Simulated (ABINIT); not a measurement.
Crystal: HfO2.

```xyz
12
Lattice="5.2195 0.0000 0.0000 0.0000 5.0048 0.0000 0.0000 0.0000 5.0327" Properties=species:S:1:pos:R:3 pbc="T T T"
Hf    5.0472    3.6661    3.7314
Hf    2.7820    3.6661    1.2151
Hf    2.4375    1.3387    3.7314
Hf    0.1723    1.3387    1.2151
O     3.2994    4.6477    4.4251
O     4.5298    4.6477    1.9087
O     1.2211    2.7020    2.4776
O     1.3886    2.7020    4.9939
O     3.9984    2.3028    4.9939
O     3.8308    2.3028    2.4776
O     0.6896    0.3571    4.4251
O     1.9201    0.3571    1.9087
```

Measurements of this composition are mostly on another form, of space group No. 14.

Base run:

```yaml
Program: ABINIT 10.8.3 (patched build)
Functional: PBE
Potentials_or_basis: JTH PAW PBE v2.0
Cutoff: 626 eV
k_mesh: 5 × 6 × 5
Occupations: fermi-dirac, width 0.05 eV
Spin: no spin polarisation
```

Its results: band gap on the k mesh 4.45 eV, indirect (least direct gap 4.66 eV); pressure 6.7 GPa; largest force 0.085 eV/Å.

Task: The run is repeated on the same cell with these changes: k mesh from 5 × 6 × 5 to 2 × 2 × 2. What comes out?

Result: Band gap on the k mesh 4.53 eV, indirect (least direct gap 4.65 eV); pressure 6.7 GPa; largest force 0.079 eV/Å.

Caveats: some runs use coarse meshes; spin-orbit coupling is left out, which moves the levels of the heavy elements; an odd mesh through Γ misses points on the zone boundary, where band edges often lie (some runs).

Not every run made on this cell is shown here.
